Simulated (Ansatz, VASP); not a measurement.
# Cross-check of Si3Ge between VASP and Ansatz, part 3 of 3

Aim: how closely do two programs agree when they are given the same cell, functional and k mesh? The cell is generated by rule, not measured, and may not be a known phase. The cell is taken from a series of runs on this material, whose earlier steps may have relaxed, scaled, displaced or heated it; both programs get it as it stands.

VASP 6.6.1 and Ansatz 0.2.0.

So far: The structure; Ansatz: zone-centre phonons, PBEsol; VASP: zone-centre phonons, PBEsol.

**3. VASP: zone-centre phonons, PBEsol (continued)**

Level of this step: PBEsol; plane waves and PAW (Si, Ge_d); invented cell (VASP).

Numbers of over 12 decimals in the logs are rounded to 6 here.

Parts of OUTCAR (step 3):

```text
ion  position               nearest neighbor table
   1  0.503  0.503  0.997-   4 2.36   5 2.36   6 2.36   8 2.39
   2  0.503  0.997  0.503-   5 2.36   4 2.36   6 2.36   8 2.39
   3  0.997  0.503  0.503-   6 2.36   5 2.36   4 2.36   8 2.39
   4  0.747  0.747  0.253-   1 2.36   2 2.36   3 2.36   7 2.39
   5  0.747  0.253  0.747-   2 2.36   1 2.36   3 2.36   7 2.39
   6  0.253  0.747  0.747-   3 2.36   2 2.36   1 2.36   7 2.39
   7  0.997  0.997  0.997-   4 2.39   5 2.39   6 2.39   8 2.43
   8  0.253  0.253  0.253-   1 2.39   2 2.39   3 2.39   7 2.43

  LATTYP: Found a trigonal (rhomboedric) cell.
 ALAT       =     5.4858737476
 COS(alpha) =    -0.0003874749

 Subroutine GETGRP returns: Found 12 space group operations
 (whereof  6 operations were pure point group operations)

The static configuration has the point symmetry C_3v.
 The point group associated with its full space group is D_3d.

   k-points           NKPTS =    216   k-points in BZ     NKDIM =    216   number of bands    NBANDS=     34

   dimension x,y,z NGX =    40 NGY =   40 NGZ =   40
   dimension x,y,z NGXF=    80 NGYF=   80 NGZF=   80

   ENCUT  =  500.0 eV  36.75 Ry    6.06 a.u.  10.00 10.00 10.00*2*pi/ulx,y,z

   NELECT =      52.0000    total number of electrons

 k-points in reciprocal lattice and weights: Points of the shifted mesh
   0.08333333  0.08333333  0.08333333       0.005
   0.08333333  0.08333333  0.25000000       0.005
   0.08333333  0.08333333  0.41666667       0.005
   0.08333333  0.08333333  0.58333333       0.005
   0.08333333  0.08333333  0.75000000       0.005
   0.08333333  0.08333333  0.91666667       0.005
   0.08333333  0.25000000  0.08333333       0.005
   0.08333333  0.25000000  0.25000000       0.005
   0.08333333  0.25000000  0.41666667       0.005
[...]
-----------------------------------------------------------------------------------
    total drift:                               -0.000000     -0.000000     -0.000000

 Eigenvectors and eigenvalues of the dynamical matrix
 ----------------------------------------------------

   1 f  =   14.810833 THz    93.059206 2PiTHz  494.036200 cm-1    61.252655 meV
             X         Y         Z           dx          dy          dz
      2.755681  2.755681  5.470135     0.195874    0.195874    0.298478
      2.755681  5.470135  2.755681     0.195874    0.298478    0.195874
      5.470135  2.755681  2.755681     0.298478    0.195874    0.195874
      4.099004  4.099004  1.384549    -0.195874   -0.195874   -0.298478
      4.099004  1.384549  4.099004    -0.195874   -0.298478   -0.195874
      1.384549  4.099004  4.099004    -0.298478   -0.195874   -0.195874
      5.467951  5.467951  5.467951     0.029055    0.029055    0.029055
      1.386734  1.386734  1.386734    -0.029055   -0.029055   -0.029055

   2 f  =   14.485701 THz    91.016343 2PiTHz  483.190974 cm-1    59.908019 meV
             X         Y         Z           dx          dy          dz
      2.755681  2.755681  5.470135    -0.029015   -0.019308    0.311434
      2.755681  5.470135  2.755681    -0.283713   -0.151849    0.307274
      5.470135  2.755681  2.755681    -0.159585   -0.278259    0.303021
      4.099004  4.099004  1.384549     0.029015    0.019308   -0.311434
      4.099004  1.384549  4.099004     0.283713    0.151849   -0.307274
      1.384549  4.099004  4.099004     0.159585    0.278259   -0.303021
      5.467951  5.467951  5.467951    -0.039926   -0.037990    0.077916
      1.386734  1.386734  1.386734     0.039926    0.037990   -0.077916

   3 f  =   14.485701 THz    91.016343 2PiTHz  483.190974 cm-1    59.908019 meV
             X         Y         Z           dx          dy          dz
      2.755681  2.755681  5.470135     0.338058   -0.338751    0.004467
      2.755681  5.470135  2.755681     0.186097   -0.271943   -0.143901
      5.470135  2.755681  2.755681     0.267476   -0.194157    0.152654
      4.099004  4.099004  1.384549    -0.338058    0.338751   -0.004467
      4.099004  1.384549  4.099004    -0.186097    0.271943    0.143901
      1.384549  4.099004  4.099004    -0.267476    0.194157   -0.152654
      5.467951  5.467951  5.467951     0.066919   -0.068036    0.001117
      1.386734  1.386734  1.386734    -0.066919    0.068036   -0.001117

   4 f  =   13.467025 THz    84.615813 2PiTHz  449.211596 cm-1    55.695114 meV
             X         Y         Z           dx          dy          dz
      2.755681  2.755681  5.470135     0.288675   -0.288675    0.000000
      2.755681  5.470135  2.755681    -0.288675   -0.000000    0.288675
      5.470135  2.755681  2.755681     0.000000    0.288675   -0.288675
      4.099004  4.099004  1.384549     0.288675   -0.288675    0.000000
      4.099004  1.384549  4.099004    -0.288675    0.000000    0.288675
      1.384549  4.099004  4.099004    -0.000000    0.288675   -0.288675
      5.467951  5.467951  5.467951     0.000000    0.000000   -0.000000
      1.386734  1.386734  1.386734     0.000000   -0.000000   -0.000000

   5 f  =   13.015080 THz    81.776159 2PiTHz  434.136338 cm-1    53.826022 meV
             X         Y         Z           dx          dy          dz
      2.755681  2.755681  5.470135    -0.329903   -0.369270   -0.187270
      2.755681  5.470135  2.755681     0.254502    0.155141    0.324715
      5.470135  2.755681  2.755681     0.032130    0.005188    0.114768
      4.099004  4.099004  1.384549     0.329903    0.369270    0.187270
      4.099004  1.384549  4.099004    -0.254502   -0.155141   -0.324715
      1.384549  4.099004  4.099004    -0.032130   -0.005188   -0.114768
      5.467951  5.467951  5.467951    -0.013876   -0.067001    0.080877
      1.386734  1.386734  1.386734     0.013876    0.067001   -0.080877

   6 f  =   13.015080 THz    81.776159 2PiTHz  434.136338 cm-1    53.826022 meV
             X         Y         Z           dx          dy          dz
      2.755681  2.755681  5.470135     0.184479    0.080676    0.071020
      2.755681  5.470135  2.755681     0.279459    0.126671    0.193465
      5.470135  2.755681  2.755681    -0.197691   -0.377944   -0.360135
      4.099004  4.099004  1.384549    -0.184479   -0.080676   -0.071020
      4.099004  1.384549  4.099004    -0.279459   -0.126671   -0.193465
      1.384549  4.099004  4.099004     0.197691    0.377944    0.360135
      5.467951  5.467951  5.467951     0.085377   -0.054706   -0.030672
      1.386734  1.386734  1.386734    -0.085377    0.054706    0.030672

   7 f  =   12.835095 THz    80.645281 2PiTHz  428.132687 cm-1    53.081664 meV
             X         Y         Z           dx          dy          dz
      2.755681  2.755681  5.470135     0.236574   -0.206098   -0.104979
      2.755681  5.470135  2.755681     0.001755    0.442530   -0.130223
      5.470135  2.755681  2.755681    -0.337551   -0.106351    0.204344
      4.099004  4.099004  1.384549     0.236574   -0.206098   -0.104979
      4.099004  1.384549  4.099004     0.001755    0.442530   -0.130223
      1.384549  4.099004  4.099004    -0.337551   -0.106351    0.204344
      5.467951  5.467951  5.467951     0.061747   -0.080951    0.019204
      1.386734  1.386734  1.386734     0.061747   -0.080951    0.019204

   8 f  =   12.835095 THz    80.645281 2PiTHz  428.132687 cm-1    53.081664 meV
             X         Y         Z           dx          dy          dz
      2.755681  2.755681  5.470135     0.013783    0.116965   -0.450380
      2.755681  5.470135  2.755681    -0.236969    0.134276    0.197988
      5.470135  2.755681  2.755681     0.316104   -0.211770    0.120004
      4.099004  4.099004  1.384549     0.013783    0.116965   -0.450380
      4.099004  1.384549  4.099004    -0.236969    0.134276    0.197988
      1.384549  4.099004  4.099004     0.316104   -0.211770    0.120004
      5.467951  5.467951  5.467951    -0.057824   -0.024563    0.082387
      1.386734  1.386734  1.386734    -0.057824   -0.024563    0.082387

   9 f  =   12.440767 THz    78.167642 2PiTHz  414.979304 cm-1    51.450853 meV
             X         Y         Z           dx          dy          dz
      2.755681  2.755681  5.470135    -0.207673   -0.207673    0.278007
      2.755681  5.470135  2.755681    -0.207673    0.278007   -0.207673
      5.470135  2.755681  2.755681     0.278007   -0.207673   -0.207673
      4.099004  4.099004  1.384549     0.207673    0.207673   -0.278007
      4.099004  1.384549  4.099004     0.207673   -0.278007    0.207673
      1.384549  4.099004  4.099004    -0.278007    0.207673    0.207673
      5.467951  5.467951  5.467951    -0.055881   -0.055881   -0.055881
      1.386734  1.386734  1.386734     0.055881    0.055881    0.055881

  10 f  =   10.944353 THz    68.765398 2PiTHz  365.064318 cm-1    45.262186 meV
             X         Y         Z           dx          dy          dz
      2.755681  2.755681  5.470135    -0.218825   -0.218825    0.234455
      2.755681  5.470135  2.755681    -0.218825    0.234455   -0.218825
      5.470135  2.755681  2.755681     0.234455   -0.218825   -0.218825
      4.099004  4.099004  1.384549    -0.218825   -0.218825    0.234455
      4.099004  1.384549  4.099004    -0.218825    0.234455   -0.218825
      1.384549  4.099004  4.099004     0.234455   -0.218825   -0.218825
      5.467951  5.467951  5.467951     0.126211    0.126211    0.126211
      1.386734  1.386734  1.386734     0.126211    0.126211    0.126211

  11 f  =   10.203034 THz    64.107552 2PiTHz  340.336573 cm-1    42.196338 meV
             X         Y         Z           dx          dy          dz
      2.755681  2.755681  5.470135     0.228600   -0.157236   -0.140505
      2.755681  5.470135  2.755681    -0.065123    0.359592   -0.117518
      5.470135  2.755681  2.755681    -0.219087   -0.111082    0.222359
      4.099004  4.099004  1.384549    -0.228600    0.157236    0.140505
    [... 145 further lines ...]
      5.467951  5.467951  5.467951     0.279659    0.279659    0.279659
      1.386734  1.386734  1.386734     0.279659    0.279659    0.279659

 ELASTIC MODULI CONTR FROM IONIC RELAXATION (kBar)
 Direction    XX          YY          ZZ          XY          YZ          ZX
 --------------------------------------------------------------------------------
 XX          -0.6512      0.2114      0.2114     -1.1748     -2.9826     -1.1727
 YY           0.2114     -0.6512      0.2114     -1.1727     -1.1748     -2.9826
 ZZ           0.2114      0.2114     -0.6512     -2.9826     -1.1727     -1.1748
 XY          -1.1748     -1.1727     -2.9826   -272.0944     -0.6181     -0.6181
 YZ          -2.9826     -1.1748     -1.1727     -0.6181   -272.0944     -0.6181
 ZX          -1.1727     -2.9826     -1.1748     -0.6181     -0.6181   -272.0944
 --------------------------------------------------------------------------------
```

Energies printed during the response cycles are not total energies of the cell.

**4. Differences**

Known differences besides the potentials themselves: fixed occupations in Ansatz, narrow Gaussian smearing in VASP; the cutoff is 420 eV in Ansatz and 500 eV in VASP; Ansatz makes its cores anew for this functional, VASP keeps those of its PBE data sets. Total energies have different zeros and are not compared.

The two programs side by side:

```tsv
quantity	Ansatz	VASP	difference
optical mode 1 (cm⁻¹)	97.7	97.0	+0.72 %
optical mode 2 to 3 (cm⁻¹)	100.5	101.0	-0.52 %
optical mode 4 to 5 (cm⁻¹)	126.6	126.6	+0.03 %
optical mode 6 (cm⁻¹)	139.9	139.6	+0.21 %
optical mode 7 (cm⁻¹)	267.3	266.7	+0.21 %
optical mode 8 to 9 (cm⁻¹)	329.9	330.0	-0.02 %
optical mode 10 to 11 (cm⁻¹)	340.2	340.3	-0.03 %
optical mode 12 (cm⁻¹)	365.1	365.1	+0.01 %
optical mode 13 (cm⁻¹)	414.9	415.0	-0.03 %
optical mode 14 to 15 (cm⁻¹)	427.7	428.1	-0.10 %
optical mode 16 to 17 (cm⁻¹)	433.5	434.1	-0.15 %
optical mode 18 (cm⁻¹)	448.1	449.2	-0.24 %
optical mode 19 to 20 (cm⁻¹)	482.7	483.2	-0.11 %
optical mode 21 (cm⁻¹)	493.6	494.0	-0.09 %
```

Modes are paired by rising frequency, not by their patterns, so a pair may set unlike modes beside each other; they are those without the splitting of longitudinal modes.

**5. What came out**

```yaml
r_m_s_difference_of_the_optical_zone_centre_modes_each_program_s_sorted_by_frequency_zone_centre_phonons_pbesol: 0.47 cm⁻¹
difference_in_optical_mode_1_zone_centre_phonons_pbesol: +0.7 %
```

The r.m.s. difference of the optical zone-centre modes, each program's sorted by frequency is 0.47 cm⁻¹ (zone-centre phonons, PBEsol). Among the rows given in per cent, the largest difference of the zone-centre phonons, PBEsol pair is in optical mode 1, +0.7 %. How closely two codes agree says nothing of how well the functional describes the real material.

[Lines on the potential files, build, host, timing and source positions are cut from VASP's logs without a mark.]

[Logs are printed without paths, hosts, clocks, repeated set-up lines and the standing remarks that a program may print on its own settings, such as how far it seeks lower states.]

[Hosts, paths, dates, database ids (printed as entryN), source tags and the programs' standing remarks are cut or masked in the printed files.]
